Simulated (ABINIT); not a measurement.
Runs of ABINIT 10.8.3 (patched build) on KI. Symmetry: Fm-3m, No. 225, cubic system. The conventional cell has a = 7.066 Å, b = 7.066 Å, c = 7.066 Å, α = 90.00°, β = 90.00°, γ = 90.00°. I (site symmetry m-3m) has 6 K at 3.53 Å as nearest neighbours. K (site symmetry m-3m) has 6 I at 3.53 Å as nearest neighbours. 

```tsv
task	level	potentials or basis	cutoff (eV)	fine-grid cutoff	gap on the mesh (eV)	pressure (GPa)
band structure	r2SCAN	SG15 NC PBE v1.2	1143	-	4.57	(a)
band structure	r2SCAN	PseudoDojo NC SR PBE v0.4.1 standard	1197	-	4.49	0.1
band structure	r2SCAN	JTH PAW PBE v2.0	517	1034.03 eV	4.61	0.2
band structure	PBEsol	PseudoDojo NC SR PBEsol v0.4.1 standard	1007	-	3.82	(b)
```

Alike in all rows: no spin polarisation; cell as given; k mesh 7 × 7 × 7; smearing fermi-dirac 0.05 eV.

Problem. Fill in the values left out.

Solution. (a) -0.1; (b) -0.3.

Caveats: spin-orbit coupling is left out, which moves the levels of the heavy elements; the potentials were made for another functional, which shifts forces and pressure (some runs); a meta-GGA on potentials with a model core is unreliable (some runs); the PAW data sets were made with another functional, which shifts forces and pressure a little (some runs).

A k mesh can miss the band edges, and the runs leave out spin-orbit coupling on I.

The runs don't all hold the same shells in valence.

Runs at the PBE level aren't shown here.
